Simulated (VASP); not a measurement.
**S: relaxation of cell and atoms with PBE**

Crystal: S.

```
S
1.0
     0.00000    2.40144    2.40144
     2.40144    0.00000    2.40144
     2.40144    2.40144    0.00000
S
2
Direct
  0.00000 0.00000 0.00000
  0.25000 0.25000 0.25000
```

This isn't the form of S at room conditions, which is orthorhombic, of S8 rings.

The cell isn't the ideal one: cell and atoms relaxed from a first guess.

* Program: VASP 6.6.1
* Task: relaxation of cell and atoms
* Functional: PBE
* Potentials or basis: VASP PAW PBE potentials, release 64 (S)
* Cutoff: 600 eV
* k mesh: 12 × 12 × 12
* Occupations: fermi-dirac, width 0.05 eV
* Spin: no spin polarisation
* Dipole correction: no
* Further INCAR settings: ALGO = Normal; EDIFF = 1e-06; IBRION = 2; EDIFFG = -0.005; NSW = 100; ISIF = 3

```json
{
  "Relaxed volume": "24.27 Å³/atom",
  "Relaxed cell": "a = 4.094 Å, b = 4.094 Å, c = 4.094 Å, α = 60.00°, β = 60.00°, γ = 60.00°",
  "Space group after relaxing (to 0.05 Å)": "Fd-3m (No. 227)",
  "Energy gained by relaxing": "1288.1 meV/atom",
  "Ionic steps": "4",
  "Pressure after relaxing": "0.0 GPa",
  "Band gap on the k mesh": "none (metal or under the smearing width)"
}
```

The path:
| step | energy change (eV) | largest force (eV/Å) | pressure (GPa) | volume (Å³) |
| --- | --- | --- | --- | --- |
| 1 | 0.0000 | 0.0000 | 56.54 | 27.70 |
| 2 | -2.5404 | 0.0000 | -2.88 | 52.27 |
| 3 | -2.5755 | 0.0000 | 0.42 | 48.05 |
| 4 | -2.5761 | 0.0000 | -0.03 | 48.53 |

Final structure:
```cif
data_structure
_symmetry_space_group_name_H-M 'P 1'
_symmetry_Int_Tables_number 1
_cell_length_a 4.0944
_cell_length_b 4.0944
_cell_length_c 4.0944
_cell_angle_alpha 60.000
_cell_angle_beta 60.000
_cell_angle_gamma 60.000
_cell_volume 48.53
loop_
_atom_site_label
_atom_site_type_symbol
_atom_site_fract_x
_atom_site_fract_y
_atom_site_fract_z
_atom_site_occupancy
S1 S 0.00000 0.00000 0.00000 1
S2 S 0.25000 0.25000 0.25000 1
```

Levels at points of the mesh, in eV from the Fermi level:
```tsv
k point	band 2	band 3	band 4	band 5	band 6	band 7	band 8	band 9	band 10
(0.00, 0.00, 0.00)	-9.10	-3.82	-3.82	-3.82	-0.91	-0.91	-0.91	5.62	7.88
(0.50, 0.00, 0.00)	-11.77	-4.57	-4.57	-4.23	0.24	0.24	1.96	7.53	8.26
(0.50, 0.50, 0.00)	-13.23	-5.43	-5.43	-1.97	-1.97	2.29	2.29	6.80	6.80
```

Run time: 43 s on 1 thread of Intel(R) Xeon(R) Platinum 8375C CPU @ 2.90GHz (Ice Lake), with other jobs on the host, peak memory 0.16 GiB.

Caveat: the volume moved by over 15 % at a fixed basis, so the end points are rough.
